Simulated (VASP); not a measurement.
# TiN: relaxation of cell and atoms with LDA

The system is TiN.

```
Ti N
1.0
     0.00000    2.12000    2.12000
     2.12000    0.00000    2.12000
     2.12000    2.12000    0.00000
Ti N
1 1
Direct
  0.00000 0.00000 0.00000
  0.50000 0.50000 0.50000
```

The cell was built by a generator and needn't be a form met in nature.

```
Program                : VASP 6.6.1
Task                   : relaxation of cell and atoms
Functional             : LDA
Potentials or basis    : VASP PAW LDA potentials, release 64 (Ti_sv, N)
Cutoff                 : 600 eV
k mesh                 : 16 × 16 × 16
Occupations            : methfessel-paxton, width 0.2 eV
Spin                   : no spin polarisation
Further INCAR settings : ALGO = Normal; EDIFF = 1e-06; IBRION = 2; EDIFFG = -0.01; NSW = 40; ISIF = 3
```

The relaxed volume is 9.10 Å³/atom and the relaxed cell is a = 2.953 Å, b = 2.953 Å, c = 2.953 Å, α = 60.00°, β = 60.00°, γ = 60.00°. The space group after relaxing (to 0.05 Å) is Fm-3m (No. 225), the energy gained by relaxing is 18.3 meV/atom and the ionic steps are 4. The pressure after relaxing is 0.0 GPa and the band gap on the k mesh is none (metal or under the smearing width).

The path:
```
step  energy change (eV)  largest force (eV/Å)  pressure (GPa)  volume (Å³)
   1              0.0000                0.0000          -13.24        19.06
   2              0.0574                0.0000           25.88        16.97
   3             -0.0366                0.0000           -0.28        18.22
   4             -0.0366                0.0000           -0.03        18.20
```

Final structure:
```xyz
2
Lattice="0.0000 2.0879 2.0879 2.0879 0.0000 2.0879 2.0879 2.0879 0.0000" Properties=species:S:1:pos:R:3 pbc="T T T"
Ti    0.0000    0.0000    0.0000
N     2.0879    2.0879    2.0879
```

Levels at points of the mesh, in eV from the Fermi level:
```tsv
k point	band 4	band 5	band 6	band 7	band 8	band 9	band 10	band 11	band 12
(0.00, 0.00, 0.00)	-33.39	-17.11	-2.05	-2.05	-2.05	-0.68	-0.68	-0.68	0.61
(0.50, 0.00, 0.00)	-33.46	-14.37	-8.34	-5.72	-5.72	1.82	1.82	2.56	6.14
(0.50, 0.50, 0.00)	-33.64	-15.67	-5.86	-3.30	-3.24	-3.24	1.76	2.59	2.59
```

It took 25 s on 4 MPI ranks on Intel(R) Xeon(R) Platinum 8488C (Sapphire Rapids), with other jobs on the host, peak memory 0.16 GiB a rank.
